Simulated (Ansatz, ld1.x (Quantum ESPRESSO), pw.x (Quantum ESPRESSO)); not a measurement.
# silicon (Si) (bcc): variants of one TM potential in the solid

```
Element                 : Si
Generator               : ld1.x (Quantum ESPRESSO) 7.5
Type                    : norm-conserving Troullier–Martins (Kleinman–Bylander form)
Functional              : PBE
Relativity              : scalar-relativistic
Frozen core             : [Ne]
Valence charge          : 4
Reference configuration : 3s1.5 3p2.5
Partial waves           : 3s (bound): rc 1.60 bohr; 3p (bound): rc 1.55 bohr; 3d channel at 0.05 Ry: rc 1.70 bohr
Local potential         : all-electron potential smoothed inside 1.30 bohr (lloc = -2)
Core correction         : a·sin(br)/r model core inside 1.55 bohr
```

Crystal test: bcc Si in pw.x 7.5, no spin, 15³ k-points, Fermi–Dirac smearing 0.01 Ry, cutoffs set for each file from its atomic test. The reference is all-electron LAPW (Ansatz 0.2.0) with the same functional, mesh and smearing; V0 and B0 come from Birch–Murnaghan fits to the pressures at five volumes. Errors are pseudo minus all-electron; Δ is the rms difference of the E(V) curves that follow from these fits, minima aligned, over ±6 % about the mean V0. Mesh and smearing are coarse, so the numbers serve the comparison and aren't converged zero-temperature values; the lattice is a test structure that the element need not adopt.

All-electron: a0 = 3.083 Å (V0 = 14.65 Å³/atom), B0 = 93.0 GPa.

1 further variants are left out: they gave no file fit for a test, a broken result, the same result as the base, or pressures whose basis-set error rivals the error shown.

| change | cutoffs (Ry) | pw.x | a0 (Å) | a0 error (%) | B0 error (%) | Δ (meV/atom) | mean pressure error (GPa) |
| --- | --- | --- | --- | --- | --- | --- | --- |
| base | 55/220 | converged | 3.076 | -0.20 | +1.2 | 1.8 | -0.58 |
| core correction a·sin(br)/r model core inside 1.42 bohr | 55/220 | converged | 3.075 | -0.25 | +1.2 | 2.2 | -0.70 |
| wave 3d channel at 0.05 Ry: rc 1.70 bohr becomes 3d channel at 0.05 Ry: rc 2.36 bohr | 55/220 | converged | 3.077 | -0.20 | +1.0 | 1.8 | -0.56 |
| reference 3s2 3p2 | 55/220 | converged | 3.077 | -0.19 | +1.1 | 1.7 | -0.54 |

Question: Give the row for: wave 3p (bound): rc 1.55 bohr becomes 3p (bound): rc 2.12 bohr.

Answer: pw.x: converged; mean pressure error (GPa): -0.57; a0 (Å): 3.077; a0 error (%): -0.20; B0 error (%): +1.2; Δ (meV/atom): 1.8.
